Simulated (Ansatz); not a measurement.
## NaI (zincblende): gap against strain (biaxial in x and y, z held)

Zincblende NaI, relaxed with r2SCAN in the PAW code Ansatz, then strained (biaxial in x and y, z held; changes of length per length, axes as in the cell below) with the atoms relaxed again within the symmetry that is left. The symmetry is F-43m (No. 216, cubic); a = 7.086 Å in the conventional setting, 44.48 Å³ an atom. Na is surrounded by 4 I at 3.07 Å; I is surrounded by 4 Na at 3.07 Å. No spin polarisation. The prototype was imposed, so other structures may be more stable.

```
CELL_PARAMETERS angstrom
0.00000 3.54319 3.54319
3.54319 0.00000 3.54319
3.54319 3.54319 0.00000
ATOMIC_POSITIONS crystal
Na 0.00000 0.00000 0.00000
I 0.25000 0.25000 0.25000
```

Gaps are the least over each mesh (PBE 6×6×6, r2SCAN 6×6×6, HSE06 4×4×4 when unstrained) and the special points, which keep their unstrained names; stress is the change from the unstrained cell, compression positive.

```tsv
strain (%)	gap, PBE (eV)	gap, r2SCAN (eV)	gap, HSE06 (eV)	edges, HSE06	in-plane stress, r2SCAN (GPa)	energy rise, r2SCAN (meV/atom)
-3.24	3.923	4.520	4.917	Γ	+0.90	7.7
-0.65	3.845	4.439	4.833	Γ	+0.16	0.3
-0.5	3.840	4.434	4.828	Γ	+0.12	0.2
0.0	3.825	4.419	4.812	Γ	0.00	0.0
+1.22	3.776	4.369	4.759	Γ	-0.28	0.9
```

Between zero and the nearest strains the slope of the HSE06 gap against strain is -0.032 eV per percent for negative and -0.043 for positive strain.

Spin-orbit coupling is left out, which matters wherever the heavy atoms make up the band edges.

The meshes of the hybrids are coarse, so their gaps aren't converged to the digits shown.
